Five calculations of the same tantalum crystal differ only in the potential that replaces the core electrons and in the plane-wave cutoff, listed as basis. Any disagreement between them therefore comes from these choices and not from the metal.

ABINIT calculations of body-centred cubic tantalum with the PBE functional, without spin polarisation or spin-orbit coupling, on an 11×11×11 k mesh with Fermi-Dirac smearing of 0.05 eV. The equilibrium volume, bulk modulus and its pressure derivative (slope) come from Birch-Murnaghan fits to static-lattice energies at seven volumes; basis gives the plane-wave cutoff.

```csv
potentials,basis,equilibrium volume (Å³/atom),bulk modulus (GPa),bulk modulus slope,equilibrium volume less the median of the rows (Å³/atom)
JTH PAW PBE v2.0,272 eV,18.239,195.40,3.580,-0.009
PseudoDojo NC SR PBE v0.5 standard,789 eV,18.241,194.70,4.370,-0.007
JTH PAW PBE v2.0,571 eV,18.248,195.40,4.090,0.000
JTH PAW PBE v2.0,517 eV,18.255,194.90,4.150,0.007
SG15 NC PBE v1.2,816 eV,18.287,193.70,4.290,0.039
```

*Which run gives the largest cell, and does the order of the others mean anything?* SG15 does, with a volume 0.046 Å³ per atom above that of PseudoDojo, or 0.25 %. The other four runs lie within 0.016 Å³ of each other. The three JTH runs alone cover that same range when only their cutoff changes, and they do so without a steady direction. Only the position of SG15 calls for an explanation.

*The JTH run at 272 eV has a total energy about 0.22 eV per atom above the one at 571 eV. Why is its volume still nearly the same?* A low cutoff describes the orbitals poorly mainly close to the nucleus, and that region hardly changes when the crystal is stretched. The error is therefore almost equal at every volume, and a constant added to an energy curve leaves its minimum in place. What moves the minimum is the part of the error that varies with volume.

*How far does it move?* Near the minimum $V_0$ the energy is $E \approx E_0 + B(V-V_0)^2/(2V_0)$, where $B$ is the bulk modulus. An extra energy $\delta E(V)$ acts like an added internal pressure $p = -\mathrm{d}\,\delta E/\mathrm{d}V$. Setting the slope of the sum to zero gives a shift $\Delta V = V_0\,p/B$. For JTH at 272 eV the error grows slightly with volume, so $p$ is negative and the cell shrinks, as the table shows. The estimated shrinkage is nearly twice the fitted one, because the estimate uses the mean growth of the error over the whole range of volumes, while the fitted minimum responds to the growth close to it. That growth is smaller here once the fit has smoothed the uneven steps from point to point.

*Does the same rule account for SG15?* Here the pressures computed in the runs can be used, which played no part in the fit of energy against volume. At 18.37 Å³ the pressure with SG15 is 0.494 GPa higher than with PseudoDojo. With the volume and modulus of PseudoDojo,

$$\Delta V = \frac{18.241\ \text{Å}^3 \times 0.494\ \text{GPa}}{194.7\ \text{GPa}} = 0.046\ \text{Å}^3,$$

which is the difference in the table. The larger cell is thus present in the SG15 run itself and is not scatter of the fit. The output after the text applies the same rule to the JTH runs without adjusted constants, but takes the added pressure from their total energies, which also entered the fits, so that part is a check of consistency and not an independent one.

*Why is the crystal with the largest cell also the softest?* Stretched bonds resist further change less, and this expansion alone would lower the modulus by about 2.1 GPa from PseudoDojo to SG15. The added pressure, however, weakens as the cell grows, which works like a small extra stiffness and gives back about 1.0 GPa. The table shows a net drop of 1.0 GPa, close to the balance of the two. The size of the added pressure thus sets the change in volume, while the modulus depends also on how that pressure varies with volume.

*Which digits can be trusted?* Among these three sets of potentials the volume agrees to about 0.05 Å³ and the modulus to about 1 %. The bulk modulus slope, which says how fast the crystal stiffens under pressure, spreads by 19 %, and still by 7 % without the run at 272 eV. It depends on the third derivative of the energy, and each derivative magnifies small irregularities in the computed points. The value of 3.58 at 272 eV is such an artefact of the cutoff, even though the modulus of that run equals the one at 571 eV. These margins measure agreement within PBE for a static lattice without spin-orbit coupling, not closeness to real tantalum.

*What would change if the cell were relaxed until the stress vanished?* With the norm-conserving potentials, PseudoDojo and SG15, almost nothing. With JTH the volume would come out smaller, by about 0.02 Å³ at 517 eV and 0.04 Å³ at 571 eV. The usual reason is that the stress is computed for a fixed set of plane waves: stretching the cell then coarsens the basis and raises the energy, which feels like an inward pull. The pull is proportional to how fast the total energy still falls with cutoff. From 517 to 571 eV it falls by about 6 meV per atom, which corresponds to a shrinkage of about 0.03 Å³, between the two values found. The effect vanishes once the energy stops falling, but that fall need not slow down evenly, so the effect can be larger at 571 eV than at 517 eV. A JTH cell relaxed by stress at 571 eV and an SG15 cell taken from energies would thus differ by about twice as much as the potentials themselves cause.

*Is the larger SG15 cell due to the 4f electrons?* SG15 treats 27 electrons of each atom explicitly, the other potentials 13, and the 14 in between are the filled 4f shell. When that shell is free it can adjust as the neighbours approach, whereas a frozen one keeps the shape it had in the isolated atom. That adjustment lowers the energy, and it should do so most when the atoms are close, which by itself favours a smaller cell and not the larger one found. But the recipe by which the potential was built changes at the same time, so these runs cannot settle the question. Two potentials made by one recipe, with the 4f shell free in one and frozen in the other, would show in which direction, and how far, the shell itself moves the volume.

Printed output of the fit:

```
Cubic lattice constant from the volume:
                                 row  lattice constant in angstrom
                    JTH PAW PBE v2.0                         3.316
  PseudoDojo NC SR PBE v0.5 standard                         3.317
                    JTH PAW PBE v2.0                         3.317
                    JTH PAW PBE v2.0                         3.317
                    SG15 NC PBE v1.2                         3.319
Spread of volume over all rows in percent: 0.263
Spread of modulus over all rows in percent: 0.8722
Spread of modulus slope over all rows in percent: 19.04
Spread of modulus slope without JTH 272 eV in percent: 6.747
Volume spread of the three JTH cutoffs in cubic angstrom: 0.016
Volume spread of the four rows without SG15 in cubic angstrom: 0.016
Volume of SG15 less PseudoDojo in cubic angstrom: 0.046
The same in percent: 0.2522
Energy cost of that volume change in meV per atom: 0.07048
Pressure of SG15 less PseudoDojo at 18.37 cubic angstrom in GPa: 0.4942
Volume shift expected from that pressure in cubic angstrom: 0.0463
Modulus change expected from expansion alone in GPa: -2.146
Modulus change from the fall of the added pressure with volume in GPa: 0.9706
Modulus of SG15 less PseudoDojo in GPa: -1
JTH 272 eV energy above 571 eV at smallest volume in eV per atom: 0.2163
Change of that energy difference up to the largest volume in meV per atom: 2.27
Volume shift against JTH 571 eV, only the JTH rows have meaning:
                                 row  expected shift  fitted shift
                    JTH PAW PBE v2.0        -0.01572        -0.009
  PseudoDojo NC SR PBE v0.5 standard               0             0
                    JTH PAW PBE v2.0               0             0
                    JTH PAW PBE v2.0        0.007754         0.007
                    SG15 NC PBE v1.2               0             0
Zero-stress less fitted volume, JTH 571 eV, cubic angstrom: -0.03862
Zero-stress less fitted volume, JTH 517 eV, cubic angstrom: -0.01907
Zero-stress less fitted volume, PseudoDojo, cubic angstrom: 0.003217
Zero-stress less fitted volume, SG15, cubic angstrom: 0.003384
```
